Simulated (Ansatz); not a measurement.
# V: a trial structure relaxed

Aim: relax V from this start, trigonal selenium type (P3_121, No. 152), and see where it ends.

Method: DFT PBEsol, scalar-relativistic, plane waves, PAW, in Ansatz 0.2.0.

### 1 The starting structure

Symmetry: P3_121, No. 152, trigonal system. The conventional cell has a = 3.509 Å, b = 3.509 Å, c = 3.981 Å, α = 90.00°, β = 90.00°, γ = 120.00°. V (site symmetry 2) is surrounded by 2 V at 1.91 Å.

Structure file:

```
V
1.0
     3.50893    0.00000    0.00000
    -1.75447    3.03882    0.00000
     0.00000    0.00000    3.98100
V
3
Direct
  0.22540 0.00000 0.33333
  0.00000 0.22540 0.66667
  0.77460 0.77460 0.00000
```

(A quick probe on a coarse mesh, which set the mesh and smearing, is not shown.)

### 3 A loose first relaxation

Input file input.yaml:

```yaml
crystal:
  lattice:
    - [3.5089318195, 0.0, 0.0]
    - [-1.7544659098, 3.0388240959, 0.0]
    - [0.0, 0.0, 3.9810006102]
  atoms:
    - { symbol: V, position: [0.2254, 0.0, 0.3333333333] }
    - { symbol: V, position: [0.0, 0.2254, 0.6666666667] }
    - { symbol: V, position: [0.7746, 0.7746, 0.0] }
basis:
  ecutwfc: 420
kpoints:
  mp_grid: { grid: [6, 6, 4] }
hamiltonian:
  xc: pbesol
scf:
  occupations: { method: gaussian, width: 0.1 }
  lower_state_search: "off"
output:
  forces: true
  stress: true
  eigenvalues: true
relax:
  adjacent_minimum: "off"
  f_tol: 0.04
  max_steps: 70
  cell: { stress_tol: 0.4 }
```

Further runs follow: coarse relaxation; full relaxation.

Q: Predict the outcome of this session.

**Answer**, as computed:

| quantity | value |
| --- | --- |
| cell (conventional) | a = 2.959 Å, b = 2.959 Å, c = 2.959 Å, α = 90.00°, β = 90.00°, γ = 90.00° |
| space group | Im-3m (No. 229) |
| volume | 12.95 Å³/atom |
| gap on the mesh | none (metal) |

In words: The structure ended in another space group than at the start: P3_121 to Im-3m.
